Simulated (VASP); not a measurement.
A run of VASP 6.6.1 is set up as follows.

INCAR

```
ALGO = Normal ; EDIFF = 1E-6
EDIFFG = -0.01 ; ENCUT = 600
GGA = PS ; IBRION = 2
ISIF = 3 ; ISMEAR = 0
LASPH = True ; LCHARG = False
LREAL = False ; LWAVE = False
NELM = 80 ; NSW = 90
PREC = Accurate ; SIGMA = 0.03
```

KPOINTS

```
k-points
0
Gamma
  12 12 5
```

The input POSCAR:

```
Ge
1.0
    3.9975858400      0.0000000000      0.0000000000
   -1.9987929200      3.4620108900      0.0000000000
    0.0000000000      0.0000000000      6.5993779500
Ge
4
Direct
    0.6666666700      0.3333333300      0.0629012500
    0.3333333300      0.6666666700      0.5629012500
    0.6666666700      0.3333333300      0.4370987500
    0.3333333300      0.6666666700      0.9370987500
```

Potentials or basis: VASP PAW PBE potentials, release 64 (Ge_d).

Command:

```console
$ cat potpaw_PBE.64/Ge_d/POTCAR > POTCAR
$ mpirun -np 1 vasp_std > vasp.out
```

Problem. What does it give for the space group after relaxing (to 0.05 Å)?

Solution. P6_3/mmc (No. 194).

Problem. Estimate the relaxed volume.

Solution. 22.81 Å³/atom.

Problem. Estimate the relaxed cell.

Solution. a = 3.996 Å, b = 3.996 Å, c = 6.596 Å, α = 90.00°, β = 90.00°, γ = 120.00°.

Problem. What does it give for the band gap on the k mesh?

Solution. 0.02 eV, indirect (least direct gap 0.12 eV).

Final structure:
```
Ge
1.0
     3.99645    0.00000    0.00000
    -1.99822    3.46102    0.00000
     0.00000    0.00000    6.59638
Ge
4
Direct
  0.66667 0.33333 0.06291
  0.33333 0.66667 0.56291
  0.66667 0.33333 0.43709
  0.33333 0.66667 0.93709
```

Caveat: the PAW data sets were made with another functional, which shifts forces and pressure a little; an odd mesh through Γ misses points on the zone boundary, where band edges often lie. PBEsol gaps usually lie below the measured ones, often by a third to a half.
